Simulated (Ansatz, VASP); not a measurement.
Two plane-wave programs on Sn

```
Sn
1.0
     4.83162    0.00000    0.00000
     0.00000    4.83162    0.00000
     0.00000    0.00000    4.83162
Sn
4
Direct
  0.01755 0.01755 0.01755
  0.48245 0.98245 0.51755
  0.51755 0.48245 0.98245
  0.98245 0.51755 0.48245
```

Alike in both runs: functional PBE; k mesh 10 × 10 × 10; occupations gaussian, width 0.1 eV; no spin polarisation.

Ansatz relaxed the structure, and its values are those at the end. VASP's run is a single point on that final structure, the one shown.

|  | VASP | Ansatz |
| --- | --- | --- |
| version | VASP 6.6.1 | Ansatz 0.2.0 |
| potentials or method | VASP PAW PBE potentials, release 64 (Sn_d) | scalar-relativistic, plane waves, PAW |
| plane-wave cutoff (eV) | 520 | 420 |
| valence electrons in the cell | 56 | 56 |

Ansatz gave:

```
gap on the k mesh at the Fermi level (eV) : none
pressure (GPa)                            : 0.0
rms of the force components (eV/Å)        : 0.002
```

Task: Estimate VASP's values.

Result: gap on the k mesh at the Fermi level (eV): none; pressure (GPa): 0.0; rms of the force components (eV/Å): 0.003.

A gap of «none» marks a metal or a gap that the smearing closes.
